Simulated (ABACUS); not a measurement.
**Li2Se under changes of volume**

One of the cells (18.045 Å³/atom); the others are scaled copies at fixed shape and fractional positions:

```
Se Li
1.0
     0.00000    3.00250    3.00250
     3.00250    0.00000    3.00250
     3.00250    3.00250    0.00000
Se Li
1 2
Direct
  0.00000 0.00000 0.00000
  0.75000 0.75000 0.75000
  0.25000 0.25000 0.25000
```

- Program: ABACUS 3.10.1
- Functional: PBE
- Potentials or basis: PseudoDojo NC SR 0.4.1 PBE standard
- Cutoff: 1184 eV
- Density cutoff: 4735 eV
- Basis: plane waves
- k mesh: 8 × 8 × 8
- Occupations: fermi-dirac, width 0.05 eV
- Spin: no spin polarisation

```tsv
volume (Å³/atom)	energy over the lowest point (meV/atom)	pressure (GPa)	gap on the mesh (eV)
16.962	7.85	2.4	2.93
17.323	3.43	1.5	2.95
17.684	0.88	0.7	2.97
18.045	0.00	0.0	2.98
18.406	0.65	-0.6	3.00
18.767	?	?	?
19.128	5.97	-1.7	3.02
```

Problem. What does the run at 18.767 Å³/atom give?

Solution. Energy over the lowest point 2.68 meV/atom; pressure -1.2 GPa; gap on the mesh 3.01 eV.

Worked out: A Birch-Murnaghan fit of order 3 (a polynomial in V^(-2/3)) to the other rows has its minimum at 18.07 Å³/atom with B0 = V·E''(V) = 34 GPa and B' = 3.9. It gives 2.68 meV/atom at 18.767 Å³/atom, against the run's 2.68, and -dE/dV = -1.2 GPa, against -1.2. A straight line through the other rows of the gap, of slope 0.75 eV per unit of ln V, gives 3.01 eV, against the run's 3.01.

Energies are extrapolated to zero smearing.

A mesh can miss the band edges. Spin-orbit coupling on Se is left out.
